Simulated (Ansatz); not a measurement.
Wanted: the native input for an Ansatz 0.2.0 run.

```yaml
Task: relaxation of cell and atoms
Functional: PBEsol
Potentials_or_basis: Ansatz PAW
Cutoff: "420 eV (not typed: the program's choice for these potentials)"
k_mesh: 8 × 8 × 8
Occupations: fermi-dirac, width 0.05 eV
Spin: no spin polarisation
Target_pressure: 30 GPa
Target_pressure_GPa: 30
```

The system is CuCl2.

```
CELL_PARAMETERS angstrom
-2.25486 2.25486 6.85990
2.25486 -2.25486 6.85990
2.25486 2.25486 -6.85990
ATOMIC_POSITIONS crystal
Cu 0.00000 0.00000 0.00000
Cl 0.00000 0.50000 0.50000
Cl 0.50000 0.00000 0.50000
```

Measurements of this composition are mostly on another form, of space group No. 12.

One way to write it, as run:

input.yaml

```yaml
crystal:
  lattice:
    - [-2.254859, 2.254859, 6.859903]
    - [2.254859, -2.254859, 6.859903]
    - [2.254859, 2.254859, -6.859903]
  atoms:
    - { symbol: Cu, position: [0.0, 0.0, 0.0] }
    - { symbol: Cl, position: [0.0, 0.5, 0.5] }
    - { symbol: Cl, position: [0.5, 0.0, 0.5] }
hamiltonian:
  xc: pbesol
  pseudopotentials: { kind: paw }
kpoints:
  mp_grid: { grid: [8, 8, 8] }
scf:
  occupations: { method: fermi_dirac, width: 0.05 }
output:
  forces: true
  stress: true
  eigenvalues: true
relax:
  f_tol: 0.01
  max_steps: 40
  cell: { stress_tol: 0.05, p_target: 30.0 }
```

Potentials or basis: Ansatz PAW.

Launch:

```console
$ ansatz run input.yaml --threads 2 --pin off --max-ram 5632MiB --backend cpu --events-out ev --progress --plain --runs-dir out
```

Results of the run:

```
Relaxed volume                                         : 15.21 Å³/atom
Relaxed cell                                           : a = 3.923 Å, b = 3.923 Å, c = 3.923 Å, α = 114.18°, β = 114.18°, γ = 100.42°
Space group after relaxing (to 0.05 Å)                 : I4/mmm (No. 139)
Energy change on relaxing (the enthalpy is what falls) : +488.4 meV/atom
Ionic steps                                            : 18
Pressure after relaxing                                : 30.0 GPa
Band gap on the k mesh                                 : none (metal or under the smearing width)
```

Caveat: the volume moved by over 15 % at a fixed basis, so the end points are rough; the plane-wave basis is chosen anew once the cell has moved, so the energies of steps on either side of that aren't comparable; an odd number of electrons without spin polarisation forces a metal; a magnetic or distorted state may lie lower; the run has no spin polarisation, though such a crystal can be magnetic; semilocal functionals often make such compounds metallic where correlation or magnetic order opens a gap, which also shifts bond lengths; the PAW data sets come from PBE, with cores solved anew for the run's functional, which leaves a small shift of forces and pressure.

Wall time 3.5 min on 2 threads of Intel(R) Xeon(R) Processor @ 2.50GHz (Skylake/Cascade Lake) (shared host), peak memory 0.52 GiB.
